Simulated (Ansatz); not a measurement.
# CaS: vacancy hop by nudged elastic band (Ansatz)

input.yaml:

```yaml
crystal:
  lattice:
    - [0.0, 5.636992, 5.636992]
    - [5.636992, 0.0, 5.636992]
    - [5.636992, 5.636992, 0.0]
  atoms:
    - { symbol: Ca, position: [-0.00083607, 0.0003195, 0.00211843] }
    - { symbol: S, position: [0.24869402, 0.25123442, 0.24964764] }
    - { symbol: Ca, position: [-0.00319314, 0.0002893, 0.49904849] }
    - { symbol: S, position: [0.24858884, 0.24760857, 0.75235509] }
    - { symbol: Ca, position: [0.00147255, 0.5059116, -0.00049344] }
    - { symbol: S, position: [0.24779798, 0.74715986, 0.24914593] }
    - { symbol: Ca, position: [0.00112607, 0.49680393, 0.50373017] }
    - { symbol: S, position: [0.25332321, 0.74613581, 0.75046135] }
    - { symbol: Ca, position: [0.49785225, -0.00029851, 0.00126843] }
    - { symbol: S, position: [0.7542963, 0.25481039, 0.24924478] }
    - { symbol: Ca, position: [0.49756663, 0.00100695, 0.50543045] }
    - { symbol: Ca, position: [0.49789109, 0.49617594, 0.00476432] }
    - { symbol: S, position: [0.75041634, 0.75024541, 0.25119125] }
    - { symbol: Ca, position: [0.49571222, 0.50587873, 0.49697888] }
    - { symbol: S, position: [0.74875927, 0.74970526, 0.75117562] }
kpoints:
  mp_grid: { grid: [2, 2, 2] }
magnetization:
  spin_polarized: false
scf:
  occupations: { method: fermi_dirac, width: 0.05 }
hamiltonian:
  pseudopotentials: { kind: paw }
  xc: pbe
basis:
  ecutwfc: 420
neb:
  images: 5
  relax_end_points: true
  climbing: true
  f_tol: 0.1
  max_iterations: 40
  order_check: false
  final_atoms:
    - { symbol: Ca, position: [-0.00083607, 0.0003195, 0.00211843] }
    - { symbol: S, position: [0.24869402, 0.25123442, 0.24964764] }
    - { symbol: Ca, position: [-0.00319314, 0.0002893, 0.49904849] }
    - { symbol: S, position: [-0.25295165, 0.2523894, 0.75647096] }
    - { symbol: Ca, position: [0.00147255, 0.5059116, -0.00049344] }
    - { symbol: S, position: [0.24779798, 0.74715986, 0.24914593] }
    - { symbol: Ca, position: [0.00112607, 0.49680393, 0.50373017] }
    - { symbol: S, position: [0.25332321, 0.74613581, 0.75046135] }
    - { symbol: Ca, position: [0.49785225, -0.00029851, 0.00126843] }
    - { symbol: S, position: [0.7542963, 0.25481039, 0.24924478] }
    - { symbol: Ca, position: [0.49756663, 0.00100695, 0.50543045] }
    - { symbol: Ca, position: [0.49789109, 0.49617594, 0.00476432] }
    - { symbol: S, position: [0.75041634, 0.75024541, 0.25119125] }
    - { symbol: Ca, position: [0.49571222, 0.50587873, 0.49697888] }
    - { symbol: S, position: [0.74875927, 0.74970526, 0.75117562] }
```

Run with:

```bash
ansatz run input.yaml --threads 4 --pin off --max-ram 8192MiB --backend cpu --events-out ev --progress --plain --runs-dir out
```

Origin of the cell: a database entry, scaled a little.

The cell is 2×2×2 cells of CaS with one S taken out; atom 4 (S) hops into the empty site, 3.96 Å away before the end points are relaxed. All atoms were shaken by about 0.02 Å first.

Output (shortened):

```
Warning: neb: disabling space-group detection — the band's intermediate images generally break the endpoint symmetry, so no spatial operation reduces the k-mesh or symmetrises the density, ex […]
Pseudopotentials: kind: paw
Pseudopotential: Ca, paw, valence charge 10, recommended cutoff 420 eV (normal), Ca.paw.azcp
Pseudopotential: S, paw, valence charge 6, recommended cutoff 420 eV (normal), S.paw.azcp
Functional definition: PBE
  exchange = pbe_x(kappa = kappa, mu = beta*pi^2/3)
  correlation = pbe_c(beta = beta)
parallel-image band execution: 4 concurrent image workers
NEB image 0
Crystal: 15 atoms, lattice volume = 358.238 Å³
Basis set: ecut = 420 eV, 6879 PW (Γ), exchange–correlation on 108×108×108 points (8 copies of the dense FFT grid, shifted against one another)
Bands: 76, of which v1, the nominal top of the filled ones, is band 61 counted from 1 (60 counted from 0)
[… 6 lines left out …]
Initial density: superposition of atomic densities (neutral atoms: chi_scale 0, normalization atom), corrected by the library's trained network
Functional: x = pbe(κ = 0.804, μ = 0.219515), c = pbe(β = 0.066725)
SCF iter   1: F=—  HF=-20879.128889 eV  Δρ=2.94e-3  dr2=2.26e-1  defer=7
SCF iter   2: F=—  HF=-20879.106969 eV  Δρ=1.74e-3  dr2=8.30e-2  defer=20
SCF iter   3: F=—  HF=-20879.092233 eV  Δρ=4.65e-4  dr2=4.20e-3  defer=20
[… 3 lines left out …]
SCF iter   7: F=—  HF=-20879.091544 eV  Δρ=9.61e-6  dr2=1.42e-6  defer=51
SCF iter   8: F=—  HF=-20879.091544 eV  Δρ=4.59e-6  dr2=3.54e-7  defer=51
SCF iter   9: F=-20879.091544 eV  HF=-20879.091544 eV  Δρ=1.42e-6  dr2=1.23e-8
NEB iter   1: max|band force component| = 8.629e0 eV/Å  barrier→ = 7.6899 eV  barrier← = 7.6900 eV  Δτ_max = 0.1982 Å  (61 SCF iters)
NEB iter   2: max|band force component| = 3.525e0 eV/Å  barrier→ = 4.2946 eV  barrier← = 4.2946 eV  Δτ_max = 0.1387 Å  (39 SCF iters)
NEB iter   3: max|band force component| = 1.355e0 eV/Å  barrier→ = 3.2283 eV  barrier← = 3.2284 eV  Δτ_max = 0.0892 Å  (41 SCF iters)
NEB iter   4: max|band force component| = 2.436e-1 eV/Å  barrier→ = 2.9927 eV  barrier← = 2.9928 eV  CI = image 3  Δτ_max = 0.0233 Å  (32 SCF iters)
NEB iter   5: max|band force component| = 1.078e-1 eV/Å  barrier→ = 2.9746 eV  barrier← = 2.9747 eV  CI = image 3  Δτ_max = 0.0219 Å  (31 SCF iters)
NEB iter   6: max|band force component| = 1.177e-1 eV/Å  barrier→ = 2.9694 eV  barrier← = 2.9695 eV  CI = image 3  Δτ_max = 0.0110 Å  (28 SCF iters)
NEB iter   7: max|band force component| = 1.101e-1 eV/Å  barrier→ = 2.9675 eV  barrier← = 2.9676 eV  CI = image 3  Δτ_max = 0.0219 Å  (23 SCF iters)
NEB iter   8: max|band force component| = 9.598e-2 eV/Å  barrier→ = 2.9639 eV  barrier← = 2.9639 eV  CI = image 3  Δτ_max = 0.0439 Å  (26 SCF iters)
NEB iter   9: max|band force component| = 1.122e-1 eV/Å  barrier→ = 2.9579 eV  barrier← = 2.9579 eV  CI = image 3  Δτ_max = 0.0666 Å  (7 SCF iters)
NEB iter  10: max|band force component| = 3.033e-2 eV/Å  barrier→ = 2.9522 eV  barrier← = 2.9523 eV  CI = image 3  Δτ_max = 0.0000 Å  (31 SCF iters)
--- NEB band (7 images, 10 band iterations, 319 SCF iterations, 34 more in tests of the images' electronic states and relaxations of end points) ---
  forward barrier  = 2.952189 eV
  backward barrier = 2.952253 eV
  lagrangian_above_aufbau_ev (what the smearing adds, to first order; not taken off the barriers): saddle image -0.052814 eV, end points -0.007392 and -0.007078 eV
  climbing image's point = of an order that was not read
  energies are F+E_penalty+E_count in eV, relative to image 0
  image     s (Å)  Δ vs image 0  max|band force component| (eV/Å)
      0    0.0000      0.000000                                 —
      1    0.7309      0.635003                          5.686e-3
      2    1.4618      2.045078                          1.309e-2
  *   3    2.1928      2.952189                          3.033e-2
      4    2.9239      2.044824                          1.455e-2
      5    3.6550      0.634511                          7.085e-3
      6    4.3860     -0.000063                                 —
```

The converged band:

```json
{"image": "0", "path over all atoms (Å)": "0.00", "ΔF (eV)": "0.000", "S x": "5.64", "y": "5.64", "z (Å)": "2.82"}
{"image": "1", "path over all atoms (Å)": "0.73", "ΔF (eV)": "0.635", "S x": "5.65", "y": "5.24", "z (Å)": "2.41"}
{"image": "2", "path over all atoms (Å)": "1.46", "ΔF (eV)": "2.045", "S x": "5.67", "y": "4.75", "z (Å)": "1.93"}
{"image": "3", "path over all atoms (Å)": "2.19", "ΔF (eV)": "2.952", "S x": "5.70", "y": "4.23", "z (Å)": "1.41"}
{"image": "4", "path over all atoms (Å)": "2.92", "ΔF (eV)": "2.045", "S x": "5.67", "y": "3.71", "z (Å)": "0.89"}
{"image": "5", "path over all atoms (Å)": "3.65", "ΔF (eV)": "0.635", "S x": "5.66", "y": "3.23", "z (Å)": "0.40"}
{"image": "6", "path over all atoms (Å)": "4.39", "ΔF (eV)": "0.000", "S x": "5.65", "y": "2.82", "z (Å)": "0.00"}
```

Relaxed start, forces in eV/Å:

```xyz
15
Lattice="0.000 5.637 5.637 5.637 0.000 5.637 5.637 5.637 0.000" Properties=species:S:1:pos:R:3:forces:R:3 pbc="T T T" image=0
Ca    0.007   -0.004   -0.003    0.001   -0.012    0.003
S     2.826    2.821    2.816   -0.001    0.001   -0.002
Ca    2.831    2.820   -0.003    0.012    0.002    0.002
S     5.644    5.639    2.815    0.001    0.000    0.003
Ca    2.827    0.002    2.817   -0.005    0.000   -0.005
S     5.643    2.820    5.633    0.004    0.003    0.003
Ca    5.644    2.821    2.809    0.000   -0.002   -0.011
S     8.462    5.639    5.635    0.003    0.000    0.000
Ca    0.007    2.821    2.821    0.001   -0.002    0.012
S     2.826    5.639    5.635   -0.001    0.000   -0.004
Ca    2.826    5.639    2.816   -0.002    0.000    0.000
Ca    2.819    2.821    5.634   -0.013   -0.002    0.003
S     5.645    5.640    8.453    0.000   -0.002   -0.001
Ca    5.644    5.644    5.635   -0.002    0.015   -0.003
S     8.463    8.458    8.453    0.001    0.000    0.000
```

Highest image (3), forces in eV/Å:

```xyz
15
Lattice="0.000 5.637 5.637 5.637 0.000 5.637 5.637 5.637 0.000" Properties=species:S:1:pos:R:3:forces:R:3 pbc="T T T" image=3
Ca   -0.010    0.319   -0.319    0.020   -0.001    0.001
S     2.783    2.724    2.913   -0.013    0.000    0.000
Ca    3.017    2.922    0.099    0.006   -0.001   -0.002
S     5.698    4.230    1.407   -0.030    0.000    0.000
Ca    2.612   -0.108    2.706    0.015    0.004    0.003
S     5.652    2.944    5.757   -0.012    0.000    0.000
Ca    5.627    2.504    3.133    0.020    0.001   -0.001
S     8.420    5.737    5.538   -0.013    0.000    0.000
Ca    0.010    2.811    2.826    0.000   -0.007    0.007
S     2.883    5.743    5.532    0.000    0.000    0.000
Ca    3.017    5.538    2.715    0.006    0.002    0.001
Ca    2.612    2.931    5.745    0.015   -0.003   -0.004
S     5.652    5.517    8.330   -0.012    0.000    0.000
Ca    5.647    5.650    5.625    0.000    0.007   -0.007
S     8.520    8.355    8.556    0.000    0.001   -0.001
```

Relaxed end, forces in eV/Å:

```xyz
15
Lattice="0.000 5.637 5.637 5.637 0.000 5.637 5.637 5.637 0.000" Properties=species:S:1:pos:R:3:forces:R:3 pbc="T T T" image=6
Ca    0.011    0.003    0.007    0.000   -0.001    0.000
S     2.829    2.822    2.816    0.001    0.001   -0.001
Ca    2.829    2.821   -0.002    0.001    0.002    0.001
S     5.648    2.821   -0.002   -0.003   -0.001    0.001
Ca    2.823    0.003    2.818   -0.004   -0.001   -0.005
S     5.647    2.821    5.635    0.003    0.003    0.002
Ca    5.647    2.829    2.816    0.002    0.001    0.001
S     8.465    5.640    5.636    0.003   -0.003    0.001
Ca    0.010    2.814    2.816    0.001   -0.001    0.001
S     2.829    5.641    5.637   -0.002   -0.003   -0.004
Ca    2.837    5.640    2.817   -0.002    0.000    0.000
Ca    2.828    2.822    5.634    0.001   -0.002    0.004
S     5.648    5.640    8.454    0.000   -0.002   -0.001
Ca    5.648    5.639    5.629   -0.001    0.005   -0.002
S     8.466    8.459    8.453   -0.001    0.001    0.002
```

Barrier of this path: 2.95 eV forwards, 2.95 eV backwards, after 10 band iterations.

Caveats: the k mesh is coarse if the cell is a metal; a small cell with a neutral vacancy and no spin, whose shape can make like sites unlike; the cell is held at a rescaled volume, and strain moves barriers; the hop was drawn among near neighbours and need not be the easiest path; few images and a loose tolerance, and neither the top nor the ends were tested for their order.

It ran for 2.2 min on 4 threads of Intel(R) Xeon(R) Platinum 8488C (Sapphire Rapids), with other jobs on the host, peak memory 1.8 GiB, from the program's own first density.
